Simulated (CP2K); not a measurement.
GaP under changes of volume

One of the cells (20.240 Å³/atom); the others are scaled copies at fixed shape and fractional positions:

```
Ga P
1.0
     3.85409    0.00000    0.00000
     1.92704    3.33774    0.00000
     1.92704    1.11258    3.14685
Ga P
1 1
Direct
  0.00000 0.00000 0.00000
  0.75000 0.75000 0.75000
```

- Program: CP2K 2026.2
- Functional: LDA
- Potentials or basis: GTH_POTENTIALS Ga GTH-PADE-q13, P GTH-PADE-q5; TZVP-MOLOPT-PBE-GTH basis
- Density cutoff: 6123 eV
- k mesh: 8 × 8 × 8
- Occupations: fermi-dirac, width 0.1 eV
- Spin: no spin polarisation

```tsv
volume (Å³/atom)	energy over the lowest point (meV/atom)	pressure (GPa)	gap on the mesh (eV)
19.026	5.43	3.1	1.41
19.431	?	?	?
19.836	0.00	-0.8	1.49
20.240	4.20	-2.5	1.49
20.645	12.35	-4.0	1.39
21.050	24.04	-5.3	1.24
21.455	38.88	-6.4	1.08
```

Q: What does the run at 19.431 Å³/atom give?

A: Energy over the lowest point 0.24 meV/atom; pressure 1.0 GPa; gap on the mesh 1.45 eV.

Worked out: A Birch-Murnaghan fit of order 3 (a polynomial in V^(-2/3)) to the other rows has its minimum at 19.65 Å³/atom with B0 = V·E''(V) = 90 GPa and B' = 4.5. It gives 0.23 meV/atom at 19.431 Å³/atom, against the run's 0.24, and -dE/dV = 1.0 GPa, against 1.0. A parabola through the other rows of the gap, of slope 2.32 eV per unit of ln V there, gives 1.49 eV, against the run's 1.45.

Energies are extrapolated to zero smearing.

Caveats: the basis of atomic orbitals isn't converged, which shifts pressures, moduli and gaps.

A mesh can miss the band edges. Spin-orbit coupling on Ga is left out.
